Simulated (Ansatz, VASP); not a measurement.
## Two plane-wave programs on ZnS (Wurtzite-2H)

```
Zn S
1.0
     3.73320    0.00000    0.00000
    -1.86660    3.23305    0.00000
     0.00000    0.00000    6.10674
Zn S
2 2
Cartesian
  1.8666 1.0777 3.0534
  0.0000 2.1554 0.0000
  1.8666 1.0777 5.4045
  0.0000 2.1554 2.3511
```

Change from the starting cell: volume scaled by 0.94.

Alike in both runs: task single point; functional r2SCAN; k mesh 8 × 8 × 5; occupations fermi-dirac, width 0.05 eV; no spin polarisation.

|  | VASP | Ansatz |
| --- | --- | --- |
| version | VASP 6.6.1 | Ansatz 0.2.0 |
| potentials or method | VASP PAW PBE potentials, release 64 (Zn, S) | Ansatz PAW |
| plane-wave cutoff (eV) | 520 | 500 |
| valence electrons in the cell | 36 | 36 |

VASP gave:

```
gap on the k mesh at the Fermi level (eV)       : 3.14
least direct gap on the mesh (eV)               : 3.14
pressure (GPa)                                  : 5.7
largest component of the traceless stress (GPa) : 1.99
rms of the force components (eV/Å)              : 0.237
```

Task: Which values does Ansatz return?

Result: gap on the k mesh at the Fermi level (eV): 3.12; least direct gap on the mesh (eV): 3.12; pressure (GPa): 5.7; largest component of the traceless stress (GPa): 1.94; rms of the force components (eV/Å): 0.230.

Atom by atom the forces differ by 0.007 eV/Å (rms over components).

Caveats: the PAW data sets were made with another functional, which shifts forces and pressure a little (VASP); odd divisions of the mesh miss points on the zone boundary, where band edges often lie, so the gap on the mesh can be too wide (Ansatz); the PAW data sets come from PBE, with cores solved anew for the run's functional, which leaves a small shift of forces and pressure (Ansatz).
